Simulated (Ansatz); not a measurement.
Runs of Ansatz 0.2.0 on ZnSe (Stilleite). It takes space group F-43m (No. 216, cubic). The conventional cell has a = 5.668 Å, b = 5.668 Å, c = 5.668 Å, α = 90.00°, β = 90.00°, γ = 90.00°. Around Se (site symmetry -43m) lie 4 Zn at 2.45 Å. Zn (site symmetry -43m) has 4 Se at 2.45 Å as nearest neighbours. 

```tsv
task	level	cell	k mesh	cutoff (eV)	points for each segment of the path	mesh quality	gap on the mesh (eV)	V0 of scaled cells (Å³/atom)	B0 (GPa)
equation of state	revPBE0	as given	4 × 4 × 4	420	-	coarse	-	(b)	59
band structure	r2SCANh	as given	4 × 4 × 4	500	4	coarse	2.49	-	-
equation of state	BHLYP	as given	4 × 4 × 4	420	-	coarse	-	23.88	(c)
equation of state	HSE06	as given	4 × 4 × 4	420	-	coarse	-	23.27	(a)
relaxation of cell and atoms	BLYP	relaxed	8 × 8 × 8	420	-	not flagged	0.86	-	-
```

Alike in all rows: potentials or basis Ansatz PAW; no spin polarisation; smearing fermi-dirac 0.05 eV.

Problem. Estimate the missing entries.

Solution. (a) 62; (b) 23.67; (c) 61.

Caveats: some runs use coarse meshes; the PAW data sets come from PBE, with cores solved anew for the run's functional, which leaves a small shift of forces and pressure; the potentials were made for another functional, which shifts forces and pressure (some runs); the plane-wave basis is chosen anew once the cell has moved, so the energies of steps on either side of that aren't comparable (some runs).

A k mesh can miss the band edges, and the runs leave out spin-orbit coupling on Se.

Not every run made on this cell is shown here.
